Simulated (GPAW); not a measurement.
# Al2O3 (Corundum) (R-3c) in GPAW: single point with TB-mBJ

Aim: the single point of Al2O3 (Corundum) with TB-mBJ.

Program: GPAW 26.7.0. These are calculated values, not measurements. Logs are shortened: lines on timing, memory, paths and dates and some standing lists are left out, and cuts for length are marked. The log counts tension as positive stress, the text compression.

**Measured values to compare with.**

From “Multi-petahertz electron interference in Cr:Al2O3 solid-state material”, 2018, pmc:5906618, for a bulk crystal of Al2O3: band gap 8.7 eV (optical).

The runs below are set against these values where they give the same quantity.

**1. The structure**

The structure is trigonal, space group R-3c (No. 167). The conventional cell has a = 4.760 Å, b = 4.760 Å, c = 12.996 Å, α = 90.00°, β = 90.00°, γ = 120.00°. Al (site symmetry 3) has 6 O at 1.85 to 1.97 Å as nearest neighbours. O (site symmetry 2) is surrounded by 4 Al at 1.85 to 1.97 Å.

**2. Single point, TB-mBJ**

File run.py:

```python
from ase import Atoms
from ase.dft.bandgap import bandgap
from ase.io import write
from gpaw import GPAW, PW

atoms = Atoms(['Al', 'Al', 'Al', 'Al', 'O', 'O', 'O', 'O', 'O', 'O'],
              cell=[[2.38025, 1.3742379782, 4.3318666667],
                    [-2.38025, 1.3742379782, 4.3318666667],
                    [0.0, -2.7484759565, 4.3318666667]],
              scaled_positions=[[0.85216, 0.85216, 0.85216],
                                [0.64784, 0.64784, 0.64784],
                                [0.14784, 0.14784, 0.14784],
                                [0.35216, 0.35216, 0.35216],
                                [0.05668, 0.75, 0.44332],
                                [0.75, 0.44332, 0.05668],
                                [0.44332, 0.05668, 0.75],
                                [0.94332, 0.25, 0.55668],
                                [0.25, 0.55668, 0.94332],
                                [0.55668, 0.94332, 0.25]],
              pbc=True)

calc = GPAW(mode=PW(800),
            xc='TB09',
            kpts={'size': (6, 6, 6), 'gamma': True},
            occupations={'name': 'fermi-dirac', 'width': 0.05},
            nbands=44,
            convergence={'density': 1e-05, 'energy': 1e-05},
            eigensolver='cg',
            maxiter=150,
            txt='gpaw.txt')
atoms.calc = calc
energy = atoms.get_potential_energy()
calc.write('gs.gpw')
write('result.traj', atoms)
print('Fermi level:', round(calc.get_fermi_level(), 4), 'eV')
print(f'Gap: {bandgap(calc)[0]:.4f} eV, direct: {bandgap(calc, direct=True)[0]:.4f} eV')
```

Potentials or basis: GPAW PAW data sets for LDA (gpaw-data 1.2.1), pw.

Started as:

```
$ OMP_NUM_THREADS=1 python run.py
```

gpaw.txt:

```text
___ ___ ___ _ _ _
 |   |   |_  | | | |
 | | | | | . | | | |
 |__ |  _|___|_____|  26.7.0
 |___|_|

Input parameters:
  convergence: {density: 1e-05,
                energy: 1e-05}
  eigensolver: cg
  kpts: {gamma: True,
         size: (6, 6, 6)}
  maxiter: 150
  mode: {ecut: 800.0,
         name: pw}
  nbands: 44
  occupations: {name: fermi-dirac,
                width: 0.05}
  xc: TB09

System changes: positions, numbers, cell, pbc, initial_charges, initial_magmoms

Initialize ...

species:
  Al:
    name:    Aluminium
    Z:       13.0
    valence: 3
    core:    10
    charge:  0.0  # [|e|]
    compensation charges:
      type: gauss
      rc: 0.34  # [Å]
      lmax: 2
    cutoffs:
      filter: 1.91  # [Å]
      core: 2.36  # [Å]
    projectors
    | kind |    occ | energy [eV] | rcut [Å] |
    |------|--------|-------------|----------|
    |   3s |  2.000 |      -7.830 |    1.085 |
    |   3p |  1.000 |      -2.783 |    1.085 |
    |    s |        |      19.382 |    1.085 |
    |    p |        |      24.428 |    1.085 |
    |    d |        |       0.000 |    1.085 |

    Using partial waves for Al as LCAO basis

  O:
    name:    Oxygen
    Z:       8.0
    valence: 6
    core:    2
    charge:  0.0  # [|e|]
    compensation charges:
      type: gauss
      rc: 0.21  # [Å]
      lmax: 2
    cutoffs:
      filter: 1.17  # [Å]
      core: 0.83  # [Å]
    projectors
    | kind |    occ | energy [eV] | rcut [Å] |
    |------|--------|-------------|----------|
    |   2s |  2.000 |     -23.752 |    0.688 |
    |   2p |  4.000 |      -9.195 |    0.598 |
    |    s |        |       3.459 |    0.688 |
    |    p |        |      18.016 |    0.598 |
    |    d |        |       0.000 |    0.619 |

    Using partial waves for O as LCAO basis

Reference energy: -38481.133639  # eV

Spin-paired calculation

Convergence criteria:
 Maximum [total energy] change in last 3 cyles: 1e-05 eV / valence electron
 Maximum integral of absolute [dens]ity change: 1e-05 electrons / valence electron
 Maximum integral of absolute [eigenst]ate change: 4e-08 eV^2 / valence electron
 Maximum number of scf [iter]ations: 150
 (Square brackets indicate name in SCF output, whereas a 'c' in
 the SCF output indicates the quantity has converged.)

Symmetries present (total): 6

  ( 1  0  0)  ( 0  1  0)  ( 0  0  1)  ( 0  0 -1)  ( 0 -1  0)  (-1  0  0)
  ( 0  1  0)  ( 0  0  1)  ( 1  0  0)  (-1  0  0)  ( 0  0 -1)  ( 0 -1  0)
  ( 0  0  1)  ( 1  0  0)  ( 0  1  0)  ( 0 -1  0)  (-1  0  0)  ( 0  0 -1)

216 k-points: 6 x 6 x 6 Monkhorst-Pack grid + [1/12,1/12,1/12]
40 k-points in the irreducible part of the Brillouin zone
       k-points in crystal coordinates                weights
   0:     0.00000000    0.00000000    0.00000000          1/216
   1:     0.16666667    0.00000000   -0.16666667          6/216
   2:     0.16666667    0.00000000    0.00000000          6/216
   3:     0.16666667    0.16666667   -0.16666667          6/216
   4:     0.16666667    0.16666667    0.00000000          6/216
   5:     0.16666667    0.16666667    0.16666667          2/216
   6:     0.33333333   -0.16666667   -0.33333333          6/216
   7:     0.33333333   -0.16666667   -0.16666667          6/216
   8:     0.33333333   -0.16666667    0.00000000          6/216
   9:     0.33333333   -0.16666667    0.16666667          6/216
          ...
  39:     0.50000000    0.50000000    0.50000000          1/216

Wave functions: Plane wave expansion
  Cutoff energy: 800.000 eV
  Number of coefficients (min, max): 4328, 4382
  Pulay-stress correction: 0.000000 eV/Ang^3 (de/decut=0.000000)
  Using FFTW library
  ScaLapack parameters: grid=1x1, blocksize=None
  Wavefunction extrapolation:
    Improved wavefunction reuse through dual PAW basis

Occupation numbers: Fermi-Dirac:
  width: 0.0500  # eV

Eigensolver
   CG(niter=4, rtol=3.0e-01)

Densities:
  Coarse grid: 35*35*35 grid
  Fine grid: 70*70*70 grid
  Total Charge: 0.000000

Density mixing:
  Method: separate
  Backend: msr1
  Linear mixing parameter: 0.05
  old densities: 10
  Width of damping distribution: 1.1
  Damping of long wavelength oscillations: 20

Hamiltonian:
  XC and Coulomb potentials evaluated on a 70*70*70 grid
  Using the TB09 Exchange-Correlation functional
  External potential:
    NoExternalPotential

XC parameters: TB09 with 2 nearest neighbor stencil

Number of atoms: 10
Number of atomic orbitals: 40
Number of bands in calculation: 44
Number of valence electrons: 48
Bands to converge: occupied

... initialized

Initializing position-dependent things.

Density initialized from atomic densities
Creating initial wave functions:
  40 bands from LCAO basis set
  4 bands from random numbers

            Al

           OAl
                O
         O     O
        O
            AO

            Al

Atomic positions and initial magnetic moments

Positions:
   0 Al     0.000000   -0.000000   11.074330    ( 0.0000,  0.0000,  0.0000)
   1 Al    -0.000000   -0.000000    8.419070    ( 0.0000,  0.0000,  0.0000)
   2 Al    -0.000000   -0.000000    1.921270    ( 0.0000,  0.0000,  0.0000)
   3 Al    -0.000000   -0.000000    4.576530    ( 0.0000,  0.0000,  0.0000)
   4 O     -1.650275   -0.109884    5.414833    ( 0.0000,  0.0000,  0.0000)
   5 O      0.729975    1.484122    5.414833    ( 0.0000,  0.0000,  0.0000)
   6 O      0.920300   -1.374238    5.414833    ( 0.0000,  0.0000,  0.0000)
   7 O      1.650275    0.109884    7.580767    ( 0.0000,  0.0000,  0.0000)
   8 O     -0.729975   -1.484122    7.580767    ( 0.0000,  0.0000,  0.0000)
   9 O     -0.920300    1.374238    7.580767    ( 0.0000,  0.0000,  0.0000)

Unit cell:
           periodic     x           y           z      points  spacing
  1. axis:    yes    2.380250    1.374238    4.331867    35     0.1123
  2. axis:    yes   -2.380250    1.374238    4.331867    35     0.1123
  3. axis:    yes    0.000000   -2.748476    4.331867    35     0.1123

  Lengths:   5.130223   5.130223   5.130223
  Angles:   55.286671  55.286671  55.286671

Effective grid spacing dv^(1/3) = 0.1256

iter:   1  3120.172803
iter:   2  3157.224011   +1.25  -0.59
iter:   3  3150.324271   +0.59  -0.90
iter:   4  3164.968236   -0.37  -0.82
iter:   5  3179.800111   +0.01  -1.02
iter:   6  3186.380164   -0.66  -1.27
iter:   7  3191.612820   -1.16  -1.48
iter:   8  3191.245110   -1.12  -2.06
iter:   9  3191.318500   -2.17  -1.96
iter:  10  3191.692448   -2.83  -1.99
iter:  11  3194.561387   -1.39  -2.06
[... 11 lines left out ...]
iter:  23  3194.982615   -3.32  -2.97
iter:  24  3194.827961   -3.73  -3.57
iter:  25  3194.762739   -4.84  -3.77
iter:  26  3194.875592   -4.64  -3.88
iter:  27  3194.784327   -4.48  -3.80
iter:  28  3194.833243   -4.71  -3.95
iter:  29  3194.810812   -5.40  -3.87
iter:  30  3194.794586   -5.38  -4.49
iter:  31  3194.791256   -6.47  -4.68
iter:  32  3194.784446   -6.71  -4.74
iter:  33  3194.784645   -7.63c -5.92c
iter:  34  3194.783370   -8.58c -5.84c
iter:  35  3194.782463   -8.34c -6.15c
iter:  36  3194.783463   -8.73c -6.07c
iter:  37  3194.782470   -8.92c -5.99c
iter:  38  3194.782937   -9.27c -5.91c
iter:  39  3194.782887c  -9.54c -6.16c

Converged after 39 iterations.

Dipole moment: (-0.000000, -0.000000, -0.000000) |e|*Ang

Energy contributions relative to reference atoms: (reference = -38481.133639)

Kinetic:         +1.419287
Potential:      +24.092033
External:        +0.000000
XC:            +3171.132262
Entropy (-ST):   -0.000000
Local:           -1.860695
SIC:             +0.000000
--------------------------
Free energy:   +3194.782887
Extrapolated:  +3194.782887

Showing only first 2 kpts
 Kpt  Band  Eigenvalues  Occupancy
  0    22      6.65059    2.00000
  0    23      6.73107    2.00000
  0    24     14.91738    0.00000
  0    25     18.18982    0.00000

  1    22      6.59860    2.00000
  1    23      6.62401    2.00000
  1    24     16.31131    0.00000
  1    25     18.81651    0.00000

Fermi level: 7.84582

Gap: 8.186 eV
Transition (v -> c):
  (s=0, k=0, n=23, [0.00, 0.00, 0.00]) -> (s=0, k=0, n=24, [0.00, 0.00, 0.00])
No difference between direct/indirect transitions
Writing to gs.gpw (mode='')
```

It took 12 min on 1 thread of Arm Neoverse V2, shared host; peak memory 0.49 GiB.

Results:

```
Band gap on the k mesh : 8.19 eV, direct
```

Caveat: a model potential gives levels but no total energy.

**3. Against experiment**

Step 2. Against the measured gap of Al2O3, 8.7 eV (optical; quoted in “Multi-petahertz electron interference in Cr:Al2O3 solid-state material”, 2018, pmc:5906618), the calculated 8.19 eV is off by -0.51 eV. The value is that of TB-mBJ on a finite k mesh, which can miss the band edges, without temperature or zero-point motion.
